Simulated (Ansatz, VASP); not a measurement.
# One calculation of WC (Qusongite), two programs

File INCAR:

```
PREC = Accurate
ENCUT = 520
EDIFF = 1E-6
ISMEAR = 0
SIGMA = 0.028999999999999998
LREAL = F
LASPH = T
NELM = 80
ALGO = Normal
ISIF = 2
LWAVE = F
LCHARG = F
GGA = PE
```

File KPOINTS:

```
regular mesh
0
Gamma
  10 10 9
```

POSCAR

```
WC
1.0
    2.9065000000      0.0000000000      0.0000000000
   -1.4532500000      2.5171028361      0.0000000000
    0.0000000000      0.0000000000      2.8366000000
W C
1 1
Direct
    0.0000000000      0.0000000000      0.0000000000
    0.6666666667      0.3333333333      0.5000000000
```

Contents of input.yaml:

```yaml
crystal:
  lattice:
    - [2.9065, 0.0, 0.0]
    - [-1.45325, 2.5171028361, 0.0]
    - [0.0, 0.0, 2.8366]
  atoms:
    - { symbol: W, position: [0.0, 0.0, 0.0] }
    - { symbol: C, position: [0.6666666667, 0.3333333333, 0.5] }
hamiltonian:
  xc: pbe
  pseudopotentials: { kind: paw }
kpoints:
  mp_grid: { grid: [10, 10, 9] }
scf:
  occupations: { method: gaussian, width: 0.029 }
output:
  forces: true
  stress: true
  eigenvalues: true
  write_density: true
  write_potential: true
  elf: true
  volumetric_format: npy
```

Alike in both runs: task single point; functional PBE; k mesh 10 × 10 × 9; occupations gaussian, width 0.029 eV; no spin polarisation.

|  | VASP | Ansatz |
| --- | --- | --- |
| version | VASP 6.6.1 | Ansatz 0.2.0 |
| potentials or method | VASP PAW PBE potentials, release 64 (W_sv, C) | Ansatz PAW |
| plane-wave cutoff (eV) | 520 | 420 |
| valence electrons in the cell | 18 | 18 |

```tsv
	VASP	Ansatz	Ansatz less VASP
gap on the k mesh at the Fermi level (eV)	none	none	-
pressure (GPa)	6.7	5.6	-1.12
largest component of the traceless stress (GPa)	0.44	0.63	+0.182
```

A gap of «none» marks a metal or a gap that the smearing closes.

Caveats: the pressure holds a Pulay correction of +0.3 GPa for the finite cutoff (Ansatz). Spin-orbit coupling is left out, which matters for the levels of W.
